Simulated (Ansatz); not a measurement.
# TiSe under changes of volume

One of the cells (26.120 Å³/atom); the others are scaled copies at fixed shape and fractional positions:

```xyz
4
Lattice="4.1784 0.0000 0.0000 0.0000 4.1784 0.0000 0.0000 0.0000 5.9844" Properties=species:S:1:pos:R:3 pbc="T T T"
Se    0.0000    2.0892    4.5515
Se    2.0892    0.0000    1.4329
Ti    0.0000    0.0000    0.0000
Ti    2.0892    2.0892    0.0000
```

The cell comes from a database or a generator and needn't be the stable form of this composition.

| Quantity | Value |
| --- | --- |
| Program | Ansatz 0.2.0 |
| Functional | r2SCAN |
| Potentials or basis | Ansatz PAW |
| Cutoff | 500 eV (not typed: the program's choice for these potentials) |
| k mesh | 7 × 7 × 5 |
| Occupations | fermi-dirac, width 0.05 eV |
| Spin | no spin polarisation |

```tsv
volume (Å³/atom)	energy over the lowest point (meV/atom)	pressure (GPa)	largest force (eV/Å)
24.553	?	?	?
25.075	3.22	1.8	0.367
25.598	0.00	0.2	0.108
26.120	1.74	-1.2	0.132
26.642	7.95	-2.5	0.353
27.165	18.18	-3.7	0.558
27.687	31.99	-4.7	0.748
```

Q: What does the run at 24.553 Å³/atom give?

A: Energy over the lowest point 11.99 meV/atom; pressure 3.6 GPa; largest force 0.647 eV/Å.

Worked out: A Birch-Murnaghan fit of order 3 (a polynomial in V^(-2/3)) to the other rows has its minimum at 25.67 Å³/atom with B0 = V·E''(V) = 74 GPa and B' = 4.3 at fixed shape and positions, which overstates the stiffness. It gives 11.97 meV/atom at 24.553 Å³/atom, against the run's 11.99, and -dE/dV = 3.6 GPa, against 3.6.

Energies are extrapolated to zero smearing.

Caveats: the PAW data sets come from PBE, with cores solved anew for the run's functional, which leaves a small shift of forces and pressure.
